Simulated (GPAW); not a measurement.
The system is BAs.

```xyz
2
Lattice="0.0000 2.3885 2.3885 2.3885 0.0000 2.3885 2.3885 2.3885 0.0000" Properties=species:S:1:pos:R:3 pbc="T T T"
As    3.5827    3.5827    3.5827
B     0.0000    0.0000    0.0000
```

Base run:

| Property | Result |
| --- | --- |
| Program | GPAW 26.7.0 |
| Functional | PBEsol |
| Potentials or basis | PAW data sets generated in the run's folder for this functional |
| Cutoff | 800 eV |
| Basis | pw |
| k mesh | 10 × 10 × 10 |
| Occupations | fermi-dirac, width 0.05 eV |
| Spin | no spin polarisation |

Its results: band gap on the k mesh 1.08 eV, indirect (least direct gap 3.26 eV); pressure -0.3 GPa.

Question: The run is repeated on the same cell with these changes: functional from PBEsol to BLYP; band points from 60 to 80. What comes out?

Answer: Band gap on the k mesh 1.41 eV, indirect (least direct gap 3.39 eV); pressure 8.2 GPa.

Not every run made on this cell is shown here.
